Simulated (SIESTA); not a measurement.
Input of a SIESTA 5.4.2 run:

The input Ti.fdf:

```
SystemName                      Titanium
SystemLabel                     Ti
NumberOfSpecies                 1
NumberOfAtoms                   2
%block ChemicalSpeciesLabel
  1  22 Ti
%endblock ChemicalSpeciesLabel

UseStructFile                   true

%block kgrid.MonkhorstPack
   10   0   0  0.0
    0  10   0  0.0
    0   0   6  0.0
%endblock kgrid.MonkhorstPack
XC.Functional                   VDW
XC.Authors                      BH
PAO.BasisSize                   DZP
PAO.EnergyShift                 0.003 Ry
Mesh.Cutoff                     800 Ry
OccupationFunction              FD
ElectronicTemperature           0.05 eV
MaxSCFIterations                120
SCF.MustConverge                false
SCF.Mixer.Method                Pulay
SCF.Mixer.Weight                0.25
SCF.Mixer.History               8
SCF.DM.Tolerance                5.0e-05
SCF.H.Tolerance                 1.0e-03 eV
WriteForces                     true
Charge.Mulliken                 end
Charge.Hirshfeld                end
Charge.Voronoi                  end
SaveRho                         true
SaveElectrostaticPotential      true
BandLinesScale                  ReciprocalLatticeVectors
%block BandLines
    1    0.000000   0.000000   0.000000  \Gamma
   11    0.500000   0.000000   0.000000  M
    7    0.333333   0.333333   0.000000  K
   13    0.000000   0.000000   0.000000  \Gamma
    6    0.000000   0.000000   0.500000  A
   11    0.500000   0.000000   0.500000  L
    7    0.333333   0.333333   0.500000  H
   13    0.000000   0.000000   0.500000  A
    1    0.500000   0.000000   0.500000  L
    6    0.500000   0.000000   0.000000  M
    1    0.333333   0.333333   0.000000  K
    6    0.333333   0.333333   0.500000  H
%endblock BandLines
%block PAO.Basis
  Ti 5
  n=3 0 2
    3.151 0.000
  n=4 0 2
    8.826 0.000
  n=3 1 2
    3.575 0.000
  n=4 1 1
    8.826
  n=3 2 2
    6.279 0.000
%endblock PAO.Basis
```

File Ti.STRUCT_IN:

```
   2.9500000000     0.0000000000     0.0000000000
  -1.4750000000     2.5547749412     0.0000000000
   0.0000000000     0.0000000000     4.6800000000
2
1  22    0.6666666667     0.3333333333     0.7500000000
1  22    0.3333333333     0.6666666667     0.2500000000
```

Potentials or basis: PseudoDojo 0.4 standard (PBE files), DZP (energy shift 0.003 Ry; two zetas on semicore shells).

Command:

```bash
$ siesta < Ti.fdf > Ti.out 2>&1
```

Problem. What does it give for the pressure?

Solution. -5.1 GPa.

Problem. Predict the band gap on the k mesh.

Solution. None (metal or under the smearing width).

Levels at the corners of the path, in eV from the Fermi level:
```csv
point,band 10,band 11,band 12,band 13,band 14,band 15
Γ,-2.68,0.72,0.79,0.79,0.88,1.28
M,-2.13,-1.82,-0.64,0.50,0.62,1.18
K,-1.39,-1.39,-1.28,0.24,0.24,1.50
Γ,-2.68,0.72,0.79,0.79,0.88,1.28
A,-4.35,0.09,0.09,0.69,0.69,0.69
L,-2.52,-0.81,-0.81,1.31,1.31,1.74
H,-1.21,-1.07,-1.07,-0.23,-0.23,1.69
A,-4.35,0.09,0.09,0.69,0.69,0.69
L,-2.52,-0.81,-0.81,1.31,1.31,1.74
M,-2.13,-1.82,-0.64,0.50,0.62,1.18
K,-1.39,-1.39,-1.28,0.24,0.24,1.50
H,-1.21,-1.07,-1.07,-0.23,-0.23,1.69
```

Caveat: the potentials were made for another functional, which shifts forces and pressure; the basis of atomic orbitals isn't converged, which shifts pressures, moduli and gaps.
